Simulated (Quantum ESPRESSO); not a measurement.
**Al in Quantum ESPRESSO: the effect of functional**

Crystal: Al.

```xyz
1
Lattice="-1.5912 1.5912 1.5912 1.5912 -1.5912 1.5912 1.5912 1.5912 -1.5912" Properties=species:S:1:pos:R:3 pbc="T T T"
Al    0.0000    0.0000    0.0000
```

This isn't the form of Al at room conditions, which is fcc.

Alike in all runs:

```yaml
Program: Quantum ESPRESSO 7.5
Task: phonons
k_mesh: 12 × 12 × 12
Occupations: cold, width 0.2 eV
Spin: no spin polarisation
```

Each run relaxes the cell or the atoms first.

```csv
functional,potentials or basis,cutoff,relaxed volume (Å³/atom),highest phonon frequency (cm⁻¹)
LDA,PseudoDojo 0.4.1 SR LDA standard,599 eV,16.16,315
PBE,PseudoDojo 0.4.1 SR PBE standard,544 eV,16.88,307
PBEsol,PseudoDojo 0.4.1 SR PBEsol standard,544 eV,16.55,317
WC,PseudoDojo 0.4.1 SR PBE standard,544 eV,16.81,310
AM05,PseudoDojo 0.4.1 SR PBE standard,544 eV,?,?
revPBE,PseudoDojo 0.4.1 SR PBE standard,544 eV,16.90,307
vdW-DF-cx,PseudoDojo 0.4.1 SR PBE standard,544 eV,16.97,309
```

Problem. What does the run with functional AM05 give?

Solution. Relaxed volume 16.42 Å³/atom; highest phonon frequency 329 cm⁻¹.

Caveats: some modes are imaginary; the potentials were made for another functional, which shifts forces and pressure (some runs).
